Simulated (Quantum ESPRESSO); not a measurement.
# BeS (F-43m) in Quantum ESPRESSO: settings compared, part 2 of 2

Quantum ESPRESSO 7.5.

### Step 4. Band structure, PBEsol

The input, pw.in:

```
&CONTROL
  calculation = 'scf'
  prefix = 'pwscf'
  outdir = './tmp'
  pseudo_dir = './pseudo'
  tprnfor = .true.
  tstress = .true.
  disk_io = 'low'
/
&SYSTEM
  ibrav = 0
  nat = 2
  ntyp = 2
  ecutwfc = 45
  ecutrho = 360
  nbnd = 10
  occupations = 'smearing'
  smearing = 'fd'
  degauss = 0.00367493
/
&ELECTRONS
  conv_thr = 4d-10
  electron_maxstep = 120
  mixing_beta = 0.5
/
ATOMIC_SPECIES
S     32.0600 s_pbesol_v1.4.uspp.F.UPF
Be     9.0122 be_pbesol_v1.4.uspp.F.UPF
CELL_PARAMETERS angstrom
   0.0000000000    2.4250000000    2.4250000000
   2.4250000000    0.0000000000    2.4250000000
   2.4250000000    2.4250000000    0.0000000000
ATOMIC_POSITIONS crystal
S      0.7500000000    0.7500000000    0.7500000000
Be     0.0000000000    0.0000000000    0.0000000000
K_POINTS automatic
9 9 9 0 0 0
```

The input, bands.in:

```
&CONTROL
  calculation = 'bands'
  prefix = 'pwscf'
  outdir = './tmp'
  pseudo_dir = './pseudo'
  disk_io = 'low'
  verbosity = 'high'
/
&SYSTEM
  ibrav = 0
  nat = 2
  ntyp = 2
  ecutwfc = 45
  ecutrho = 360
  nbnd = 10
  occupations = 'smearing'
  smearing = 'fd'
  degauss = 0.00367493
/
&ELECTRONS
  conv_thr = 1d-08
  electron_maxstep = 120
  mixing_beta = 0.5
  diago_full_acc = .true.
  startingwfc = 'random'
/
ATOMIC_SPECIES
S     32.0600 s_pbesol_v1.4.uspp.F.UPF
Be     9.0122 be_pbesol_v1.4.uspp.F.UPF
CELL_PARAMETERS angstrom
   0.0000000000    2.4250000000    2.4250000000
   2.4250000000    0.0000000000    2.4250000000
   2.4250000000    2.4250000000    0.0000000000
ATOMIC_POSITIONS crystal
S      0.7500000000    0.7500000000    0.7500000000
Be     0.0000000000    0.0000000000    0.0000000000
K_POINTS crystal
60
 0.0000000000  0.0000000000  0.0000000000 1
 0.0625000000  0.0000000000  0.0625000000 1
 0.1250000000  0.0000000000  0.1250000000 1
 0.1875000000  0.0000000000  0.1875000000 1
 0.2500000000  0.0000000000  0.2500000000 1
 0.3125000000  0.0000000000  0.3125000000 1
 0.3750000000  0.0000000000  0.3750000000 1
 0.4375000000  0.0000000000  0.4375000000 1
 0.5000000000  0.0000000000  0.5000000000 1
 0.5000000000  0.0625000000  0.5625000000 1
 0.5000000000  0.1250000000  0.6250000000 1
 0.5000000000  0.1875000000  0.6875000000 1
 0.5000000000  0.2500000000  0.7500000000 1
 0.4375000000  0.3125000000  0.7500000000 1
 0.3750000000  0.3750000000  0.7500000000 1
 0.3375000000  0.3375000000  0.6750000000 1
 0.3000000000  0.3000000000  0.6000000000 1
 0.2625000000  0.2625000000  0.5250000000 1
 0.2250000000  0.2250000000  0.4500000000 1
 0.1875000000  0.1875000000  0.3750000000 1
 0.1500000000  0.1500000000  0.3000000000 1
 0.1125000000  0.1125000000  0.2250000000 1
 0.0750000000  0.0750000000  0.1500000000 1
 0.0375000000  0.0375000000  0.0750000000 1
 0.0000000000  0.0000000000  0.0000000000 1
 0.0625000000  0.0625000000  0.0625000000 1
 0.1250000000  0.1250000000  0.1250000000 1
 0.1875000000  0.1875000000  0.1875000000 1
 0.2500000000  0.2500000000  0.2500000000 1
 0.3125000000  0.3125000000  0.3125000000 1
 0.3750000000  0.3750000000  0.3750000000 1
 0.4375000000  0.4375000000  0.4375000000 1
 0.5000000000  0.5000000000  0.5000000000 1
 0.5250000000  0.4500000000  0.5250000000 1
 0.5500000000  0.4000000000  0.5500000000 1
 0.5750000000  0.3500000000  0.5750000000 1
 0.6000000000  0.3000000000  0.6000000000 1
 0.6250000000  0.2500000000  0.6250000000 1
 0.5833333333  0.2500000000  0.6666666667 1
 0.5416666667  0.2500000000  0.7083333333 1
 0.5000000000  0.2500000000  0.7500000000 1
 0.5000000000  0.2857142857  0.7142857143 1
 0.5000000000  0.3214285714  0.6785714286 1
 0.5000000000  0.3571428571  0.6428571429 1
 0.5000000000  0.3928571429  0.6071428571 1
 0.5000000000  0.4285714286  0.5714285714 1
 0.5000000000  0.4642857143  0.5357142857 1
 0.5000000000  0.5000000000  0.5000000000 1
 0.4821428571  0.4821428571  0.5357142857 1
 0.4642857143  0.4642857143  0.5714285714 1
 0.4464285714  0.4464285714  0.6071428571 1
 0.4285714286  0.4285714286  0.6428571429 1
 0.4107142857  0.4107142857  0.6785714286 1
 0.3928571429  0.3928571429  0.7142857143 1
 0.3750000000  0.3750000000  0.7500000000 1
 0.6250000000  0.2500000000  0.6250000000 1
 0.5937500000  0.1875000000  0.5937500000 1
 0.5625000000  0.1250000000  0.5625000000 1
 0.5312500000  0.0625000000  0.5312500000 1
 0.5000000000  0.0000000000  0.5000000000 1
```

Potentials or basis: GBRV 1.5 PBEsol.

On the command line:

```
> OMP_NUM_THREADS=1 mpirun -n 2 pw.x -nk 2 -in pw.in > pw.out
> OMP_NUM_THREADS=1 mpirun -n 2 pw.x -nk 2 -in bands.in > bands.out
```

pw.out:

```text
This program is part of the open-source Quantum ESPRESSO suite
     for quantum simulation of materials; please cite
[... 13 lines left out ...]
     --------------------
     sticks:   dense  smooth     PW     G-vecs:    dense   smooth      PW
     Sum        1039     511    163                22219     7799    1411

     Using Slab Decomposition

     bravais-lattice index     =            0
     lattice parameter (alat)  =       6.4808  a.u.
     unit-cell volume          =     192.4695 (a.u.)^3
     number of atoms/cell      =            2
     number of atomic types    =            2
     number of electrons       =        10.00
     number of Kohn-Sham states=           10
     kinetic-energy cutoff     =      45.0000  Ry
     charge density cutoff     =     360.0000  Ry
     scf convergence threshold =      4.0E-10
     mixing beta               =       0.5000
     number of iterations used =            8  plain     mixing
     Exchange-correlation= SLA  PW   PSX  PSC
[... 318 lines left out ...]
    15.6534  16.5401

          k = 0.0000-0.3143 0.4714 (   989 PWs)   bands (ev):

   -92.4749  -6.4279   0.8439   2.0233   3.6609  11.5342  12.4197  13.9046
    15.6267  17.1403

          k =-0.0786-0.5500 0.7071 (   985 PWs)   bands (ev):
[... 11 lines left out ...]
   -92.4749  -6.0576   0.9986   1.6491   2.4008  11.5806  12.9009  13.7384
    15.3243  18.4390

     the Fermi energy is     6.7089 ev

!    total energy              =     -52.27192810 Ry
     estimated scf accuracy    <          1.7E-11 Ry
     smearing contrib. (-TS)   =      -0.00000000 Ry
     internal energy E=F+TS    =     -52.27192810 Ry

     The total energy is F=E-TS. E is the sum of the following terms:
     one-electron contribution =     -16.63014712 Ry
     hartree contribution      =       7.92679178 Ry
     xc contribution           =     -13.35574496 Ry
     ewald contribution        =     -30.21282779 Ry

     convergence has been achieved in   8 iterations

     Forces acting on atoms (cartesian axes, Ry/au):

     atom    1 type  1   force =    -0.00000000   -0.00000000   -0.00000000
     atom    2 type  2   force =     0.00000000    0.00000000    0.00000000

     Total force =     0.000000     Total SCF correction =     0.000000

     Computing stress (Cartesian axis) and pressure

          total   stress  (Ry/bohr**3)                   (kbar)     P=       -6.57
  -0.00004463   0.00000000  -0.00000000           -6.57        0.00       -0.00
   0.00000000  -0.00004463   0.00000000            0.00       -6.57        0.00
  -0.00000000   0.00000000  -0.00004463           -0.00        0.00       -6.57

=------------------------------------------------------------------------------=
   JOB DONE.
=------------------------------------------------------------------------------=
```

Run time: 11 s. Hardware: 2 MPI ranks of Intel Xeon 6975P-C (Granite Rapids), shared host; peak memory 0.18 GiB.

What came out:

| Quantity | Value |
| --- | --- |
| Free energy | -711.1958 eV |
| Pressure | -0.7 GPa |
| Band gap on the k mesh | 3.03 eV, indirect (least direct gap 5.59 eV) |
| Band gap along the path | 2.93 eV, indirect (least direct gap 5.54 eV) |

Levels at the corners of the path, in eV from the valence-band top:
| point | band 3 | band 4 | band 5 | band 6 | band 7 | band 8 |
| --- | --- | --- | --- | --- | --- | --- |
| Γ | 0.00 | 0.00 | 0.00 | 5.59 | 5.59 | 5.59 |
| X | -5.06 | -2.67 | -2.67 | 2.93 | 4.79 | 12.70 |
| W | -4.27 | -3.93 | -3.40 | 6.31 | 7.94 | 8.33 |
| K | -4.59 | -4.16 | -2.21 | 4.21 | 7.39 | 10.47 |
| Γ | 0.00 | 0.00 | 0.00 | 5.59 | 5.59 | 5.59 |
| L | -5.85 | -1.04 | -1.04 | 5.37 | 6.46 | 6.46 |
| U | -4.59 | -4.16 | -2.21 | 4.21 | 7.39 | 10.47 |
| W | -4.27 | -3.93 | -3.40 | 6.31 | 7.94 | 8.33 |
| L | -5.85 | -1.04 | -1.04 | 5.37 | 6.46 | 6.46 |
| K | -4.59 | -4.16 | -2.21 | 4.21 | 7.39 | 10.47 |
| U | -4.59 | -4.16 | -2.21 | 4.21 | 7.39 | 10.47 |
| X | -5.06 | -2.67 | -2.67 | 2.93 | 4.79 | 12.70 |

Caveat: the mesh misses the band edges, which the band path finds closer together.

### Step 5. Band structure, r2SCAN

Edit pw.in of step 4 so:

```diff
@@ -13,5 +13,5 @@
   ntyp = 2
-  ecutwfc = 45
-  ecutrho = 360
+  ecutwfc = 70
   nbnd = 10
+  input_dft = 'r2scan'
   occupations = 'smearing'
@@ -19,5 +19,6 @@
   degauss = 0.00367493
+  nosym = .true.
 /
 &ELECTRONS
-  conv_thr = 4d-10
+  conv_thr = 1d-08
   electron_maxstep = 120
@@ -26,4 +27,4 @@
 ATOMIC_SPECIES
-S     32.0600 s_pbesol_v1.4.uspp.F.UPF
-Be     9.0122 be_pbesol_v1.4.uspp.F.UPF
+S     32.0600 S_ONCV_PBE-1.2.upf
+Be     9.0122 Be_ONCV_PBE-1.2.upf
 CELL_PARAMETERS angstrom
@@ -36,2 +37,2 @@
 K_POINTS automatic
-9 9 9 0 0 0
+7 7 7 0 0 0
```

Edit bands.in of step 4 so:

```diff
@@ -12,5 +12,5 @@
   ntyp = 2
-  ecutwfc = 45
-  ecutrho = 360
+  ecutwfc = 70
   nbnd = 10
+  input_dft = 'r2scan'
   occupations = 'smearing'
@@ -18,2 +18,3 @@
   degauss = 0.00367493
+  nosym = .true.
 /
@@ -27,4 +28,4 @@
 ATOMIC_SPECIES
-S     32.0600 s_pbesol_v1.4.uspp.F.UPF
-Be     9.0122 be_pbesol_v1.4.uspp.F.UPF
+S     32.0600 S_ONCV_PBE-1.2.upf
+Be     9.0122 Be_ONCV_PBE-1.2.upf
 CELL_PARAMETERS angstrom
```

Potentials or basis: SG15 PBE 1.2.

On the command line:

```
> OMP_NUM_THREADS=1 mpirun -n 2 pw.x -nk 2 -in pw.in > pw.out
> OMP_NUM_THREADS=1 mpirun -n 2 pw.x -nk 2 -in bands.in > bands.out
```

Wall time 58 s (2 MPI ranks of Intel Xeon 6975P-C (Granite Rapids), shared host); peak memory 0.18 GiB.

Results (log left out):

```
Free energy             : -643.1725 eV
Pressure                : 1.2 GPa
Band gap on the k mesh  : 3.73 eV, indirect (least direct gap 6.27 eV)
Band gap along the path : 3.57 eV, indirect (least direct gap 6.26 eV)
```

Levels at the corners of the path, in eV from the valence-band top:
| point | band 3 | band 4 | band 5 | band 6 | band 7 | band 8 |
| --- | --- | --- | --- | --- | --- | --- |
| Γ | 0.00 | 0.00 | 0.00 | 6.27 | 6.27 | 6.27 |
| X | -5.13 | -2.72 | -2.72 | 3.57 | 5.56 | 13.81 |
| W | -4.32 | -3.98 | -3.42 | 7.00 | 8.80 | 9.20 |
| K | -4.64 | -4.20 | -2.26 | 4.89 | 8.20 | 11.41 |
| Γ | 0.00 | 0.00 | 0.00 | 6.27 | 6.27 | 6.27 |
| L | -5.93 | -1.06 | -1.06 | 6.19 | 7.17 | 7.17 |
| U | -4.64 | -4.20 | -2.26 | 4.89 | 8.20 | 11.41 |
| W | -4.32 | -3.98 | -3.42 | 7.00 | 8.80 | 9.20 |
| L | -5.93 | -1.06 | -1.06 | 6.19 | 7.17 | 7.17 |
| K | -4.64 | -4.20 | -2.26 | 4.89 | 8.20 | 11.41 |
| U | -4.64 | -4.20 | -2.26 | 4.89 | 8.20 | 11.41 |
| X | -5.13 | -2.72 | -2.72 | 3.57 | 5.56 | 13.81 |

Caveat: the potentials were made for another functional, which shifts forces and pressure; the mesh misses the band edges, which the band path finds closer together. r2SCAN opens gaps a little over a GGA but as a rule still falls short of measured ones.

### Step 6. The runs side by side

```csv
level,potentials or basis,k mesh,cutoff (eV),SCF threshold,form of the LDA correlation,symmetry,gap on the mesh (eV),pressure (GPa)
PBE,SSSP 1.3 efficiency PBE,9 × 9 × 9,748,4e-10 Ry,-,-,3.21,1.6
LDA,GBRV 1.5 LDA,9 × 9 × 9,612,4e-10 Ry,PZ81,-,2.99,-3.2
PBEsol,GBRV 1.5 PBEsol,9 × 9 × 9,612,4e-10 Ry,-,-,3.03,-0.7
r2SCAN,SG15 PBE 1.2,7 × 7 × 7,952,1e-08 Ry,-,off,3.73,1.2
```

Alike in all rows: task band structure; no spin polarisation; cell as given; smearing fermi-dirac 0.05 eV.

Caveats: the mesh misses the band edges, which the band path finds closer together; the potentials were made for another functional, which shifts forces and pressure (some runs).

Total energies depend on the potentials used, so only differences within one code and one set of settings carry meaning.
